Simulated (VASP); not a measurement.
A run of VASP 6.6.1 is set up as follows.

INCAR

```
  PREC = Accurate
  ENCUT = 520
  EDIFF = 1E-7
  ISMEAR = -1
  SIGMA = 0.05
  LREAL = F
  LASPH = T
  NELM = 100
  ALGO = Fast
  ISIF = 2
  LWAVE = F
  LCHARG = F
  GGA = PE
  NBANDS = 16
```

File KPOINTS:

```
regular mesh
0
Gamma
  8 8 8
```

Contents of POSCAR:

```
GaP
1.0
    0.0000000000      2.7252500000      2.7252500000
    2.7252500000      0.0000000000      2.7252500000
    2.7252500000      2.7252500000      0.0000000000
Ga P
1 1
Direct
    0.0000000000      0.0000000000      0.0000000000
    0.7500000000      0.7500000000      0.7500000000
```

KPOINTS_OPT

```
path GXWKGLUWLK,UX
20
line-mode
reciprocal
 0.0000000000  0.0000000000  0.0000000000  G
 0.5000000000  0.0000000000  0.5000000000  X

 0.5000000000  0.0000000000  0.5000000000  X
 0.5000000000  0.2500000000  0.7500000000  W

 0.5000000000  0.2500000000  0.7500000000  W
 0.3750000000  0.3750000000  0.7500000000  K

 0.3750000000  0.3750000000  0.7500000000  K
 0.0000000000  0.0000000000  0.0000000000  G

 0.0000000000  0.0000000000  0.0000000000  G
 0.5000000000  0.5000000000  0.5000000000  L

 0.5000000000  0.5000000000  0.5000000000  L
 0.6250000000  0.2500000000  0.6250000000  U

 0.6250000000  0.2500000000  0.6250000000  U
 0.5000000000  0.2500000000  0.7500000000  W

 0.5000000000  0.2500000000  0.7500000000  W
 0.5000000000  0.5000000000  0.5000000000  L

 0.5000000000  0.5000000000  0.5000000000  L
 0.3750000000  0.3750000000  0.7500000000  K

 0.6250000000  0.2500000000  0.6250000000  U
 0.5000000000  0.0000000000  0.5000000000  X
```

Potentials or basis: VASP PAW PBE potentials, release 54 (Ga_d, P).

The run is started by

```sh
$ cat potpaw_PBE.54/Ga_d/POTCAR potpaw_PBE.54/P/POTCAR > POTCAR
$ mpirun -np 1 vasp_std > vasp.out
```

Q: Estimate the band gap on the k mesh.

A: 1.64 eV, indirect (least direct gap 1.83 eV).

Q: Predict the band gap along the path.

A: 1.59 eV, indirect (least direct gap 1.83 eV).

Levels at the corners of the path, in eV from the valence-band top:
```tsv
point	band 7	band 8	band 9	band 10	band 11	band 12
Γ	0.00	0.00	0.00	1.83	3.89	3.89
X	-6.75	-2.68	-2.68	1.65	1.82	10.60
X	-6.75	-2.68	-2.68	1.65	1.82	10.60
W	-6.55	-3.57	-3.42	4.71	4.87	6.11
W	-6.55	-3.57	-3.42	4.71	4.87	6.11
K	-6.54	-3.93	-2.25	2.19	4.80	8.25
K	-6.54	-3.93	-2.25	2.19	4.80	8.25
Γ	0.00	0.00	0.00	1.83	3.89	3.89
Γ	0.00	0.00	0.00	1.83	3.89	3.89
L	-6.63	-1.12	-1.12	1.67	4.72	4.72
L	-6.63	-1.12	-1.12	1.67	4.72	4.72
U	-6.54	-3.93	-2.25	2.19	4.80	8.25
U	-6.54	-3.93	-2.25	2.19	4.80	8.25
W	-6.55	-3.57	-3.42	4.71	4.87	6.11
W	-6.55	-3.57	-3.42	4.71	4.87	6.11
L	-6.63	-1.12	-1.12	1.67	4.72	4.72
L	-6.63	-1.12	-1.12	1.67	4.72	4.72
K	-6.54	-3.93	-2.25	2.19	4.80	8.25
U	-6.54	-3.93	-2.25	2.19	4.80	8.25
X	-6.75	-2.68	-2.68	1.65	1.82	10.60
```

**What was measured.**

“Stacking defects in GaP nanowires: Electronic structure and optical properties”, 2018, arxiv:1810.01194 quotes, for a bulk crystal of GaP at 10 K: band gap 2.34 eV (indirect).

Measured gap of GaP: 2.34 eV (indirect; 10 K; quoted in “Stacking defects in GaP nanowires: Electronic structure and optical properties”, 2018, arxiv:1810.01194). This calculation gives 1.59 eV (-0.75 eV). Spin-orbit coupling on Ga is left out. The value is that of PBE, without temperature or zero-point motion. Semilocal functionals fall short of measured gaps as a rule.
